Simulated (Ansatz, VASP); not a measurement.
## Two plane-wave programs on Zr

```
Zr
1.0
     3.14557    0.00000    0.00000
    -1.57279    2.72415    0.00000
     0.00000    0.00000    5.08845
Zr
2
Cartesian
  0.0000 1.8161 1.2721
  1.5728 0.9080 3.8163
```

Alike in both runs: functional LDA; k mesh 9 × 9 × 5; occupations methfessel-paxton of order 1, width 0.1 eV; no spin polarisation.

Ansatz relaxed the structure, and its values are those at the end. VASP's run is a single point on that final structure, the one shown.

|  | VASP | Ansatz |
| --- | --- | --- |
| version | VASP 6.6.1 | Ansatz 0.2.0 |
| potentials or method | VASP PAW LDA potentials, release 64 (Zr_sv) | plane waves, PAW |
| plane-wave cutoff (eV) | 520 | 420 |
| valence electrons in the cell | 24 | 24 |

Ansatz gave:

| Quantity | Value |
| --- | --- |
| pressure (GPa) | 0.0 |

Task: What did VASP give for the same quantities?

Result: Pressure (GPa): 0.1.
